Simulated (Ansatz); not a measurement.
**Relaxation path: fcc Bi (110), 4 layers**

DFT, PBE, PAW with Ansatz's default frozen-core files, scalar-relativistic (Ansatz 0.2.0); a Γ-centred 12×8×1 k mesh, Fermi–Dirac smearing of 0.1 eV, no spin polarisation. The run relaxes the atoms in the fixed cell.

Command: `ansatz run input.yaml --threads 2 --pin off --max-ram 4096MiB --backend cpu --events-out ev --progress --plain --runs-dir out` It took 3.3 min on 2 threads of Arm Neoverse V1, on a shared host, peak memory 0.73 GiB.

```yaml
crystal:
  lattice:
    - [3.5538908624, 0.0, 0.0]
    - [0.0, 5.0259606567, 0.0]
    - [0.0, 0.0, 21.3308]
  atoms:
    - { symbol: Bi, position: [0.25, 0.25, 0.3750436858] }
    - { symbol: Bi, position: [0.75, 0.75, 0.4583478949] }
    - { symbol: Bi, position: [0.25, 0.25, 0.5416521046] }
    - { symbol: Bi, position: [0.75, 0.75, 0.6249563142] }
kpoints:
  mp_grid: { grid: [12, 8, 1] }
scf:
  occupations: { method: fermi_dirac, width: 0.1 }
hamiltonian:
  xc: pbe
  pseudopotentials: { kind: paw }
output:
  forces: true
  stress: true
  eigenvalues: true
  write_density: true
  write_potential: true
  elf: true
  volumetric_format: npy
relax:
  f_tol: 0.01
  max_steps: 40
efield:
  axis: 3
  amplitude: 0
  dipole_correction: true
```

Each step lists its free energy a cell above the last geometry, and Cartesian positions (Å) with forces (eV/Å).

The first step:

```
step 1  dF = 369.79 meV
  Bi 0.8885 1.2565 8.0000   0.0000 0.0000 0.3835
  Bi 2.6654 3.7695 9.7769   0.0000 0.0000 -0.3731
  Bi 0.8885 1.2565 11.5539   0.0000 0.0000 0.3731
  Bi 2.6654 3.7695 13.3308   0.0000 0.0000 -0.3835
```

Spin–orbit coupling is left out, which matters for the heavy atoms.

Question: Where does the relaxation end, and by which steps?

Answer: After 8 geometries, with a shortest distance of 3.210 Å. The further steps:
```
step 2  dF = 232.54 meV
  Bi 0.8885 1.2565 8.1421   0.0000 0.0000 0.2464
  Bi 2.6654 3.7695 9.7003   0.0000 0.0000 -0.2902
  Bi 0.8885 1.2565 11.6305   0.0000 0.0000 0.2902
  Bi 2.6654 3.7695 13.1887   0.0000 0.0000 -0.2464
step 3  dF = 100.14 meV
  Bi 0.8885 1.2565 8.3112   0.0000 0.0000 0.2328
  Bi 2.6654 3.7695 9.5096   0.0000 0.0000 0.0543
  Bi 0.8885 1.2565 11.8212   0.0000 0.0000 -0.0543
  Bi 2.6654 3.7695 13.0196   0.0000 0.0000 -0.2328
step 4  dF = 19.72 meV
  Bi 0.8885 1.2565 8.5045   0.0000 0.0000 0.1041
  Bi 2.6654 3.7695 9.5023   0.0000 0.0000 0.1925
  Bi 0.8885 1.2565 11.8285   0.0000 0.0000 -0.1925
  Bi 2.6654 3.7695 12.8263   0.0000 0.0000 -0.1041
step 5  dF = 97.86 meV  (not accepted)
  Bi 0.8885 1.2565 8.7009   0.0000 0.0000 -0.5902
  Bi 2.6654 3.7695 9.6201   0.0000 0.0000 -0.4319
  Bi 0.8885 1.2565 11.7107   0.0000 0.0000 0.4319
  Bi 2.6654 3.7695 12.6299   0.0000 0.0000 0.5902
step 6  dF = 2.75 meV
  Bi 0.8885 1.2565 8.5187   0.0000 0.0000 0.0794
  Bi 2.6654 3.7695 9.5631   0.0000 0.0000 0.0367
  Bi 0.8885 1.2565 11.7677   0.0000 0.0000 -0.0367
  Bi 2.6654 3.7695 12.8121   0.0000 0.0000 -0.0794
step 7  dF = 2.75 meV  (not accepted)
  Bi 0.8885 1.2565 8.5779   0.0000 0.0000 -0.0769
  Bi 2.6654 3.7695 9.5589   0.0000 0.0000 0.0306
  Bi 0.8885 1.2565 11.7719   0.0000 0.0000 -0.0306
  Bi 2.6654 3.7695 12.7529   0.0000 0.0000 0.0769
step 8  dF = 0.00 meV
  Bi 0.8885 1.2565 8.5483   0.0000 0.0000 -0.0008
  Bi 2.6654 3.7695 9.5721   0.0000 0.0000 0.0023
  Bi 0.8885 1.2565 11.7587   0.0000 0.0000 -0.0023
  Bi 2.6654 3.7695 12.7825   0.0000 0.0000 0.0008
```
